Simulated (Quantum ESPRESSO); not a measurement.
Runs of Quantum ESPRESSO 7.5 on Os. It takes space group P6_3/mmc (No. 194, hexagonal). Conventional cell: a = 2.734 Å, b = 2.734 Å, c = 4.320 Å, α = 90.00°, β = 90.00°, γ = 120.00°. Around Os (site symmetry -6m2) lie 12 Os at 2.68 to 2.73 Å. 

| level | k mesh | SCF threshold | form of the LDA correlation | symmetry | mesh quality | gap on the mesh (eV) | pressure (GPa) |
| --- | --- | --- | --- | --- | --- | --- | --- |
| PBE | 11 × 11 × 6 | 4e-10 Ry | - | - | not flagged | none | 8.1 |
| AM05 | 11 × 11 × 6 | 4e-10 Ry | - | - | not flagged | none | (b) |
| EV93PW91 | 11 × 11 × 6 | 4e-10 Ry | - | - | not flagged | none | 27.0 |
| HLE16 | 11 × 11 × 6 | 4e-10 Ry | - | - | not flagged | none | -65.8 |
| LDA | 11 × 11 × 6 | 4e-10 Ry | PZ81 | - | not flagged | none | -5.8 |
| rev-vdW-DF2 | 11 × 11 × 6 | 4e-10 Ry | - | - | not flagged | none | 5.1 |
| RPBE | 11 × 11 × 6 | 4e-10 Ry | - | - | not flagged | none | 11.5 |
| SCAN | 8 × 8 × 4 | 1e-08 Ry | - | off | coarse | none | (a) |

Alike in all rows: task band structure; potentials or basis SG15 PBE 1.2; no spin polarisation; cell as given; cutoff (eV) 952; smearing fermi-dirac 0.05 eV.

Problem. Fill in the values left out.

Solution. (a) -5.0; (b) -4.8.

Caveats: some runs use coarse meshes; spin-orbit coupling is left out, which moves the levels of the heavy elements; the potentials were made for another functional, which shifts forces and pressure (some runs); the potentials were made for a functional far from this one (some runs); the cell as given lies far from equilibrium (some runs).

A k mesh can miss the band edges, and the runs leave out spin-orbit coupling on Os.

A gap of «none» marks a metal or a gap under the smearing width.
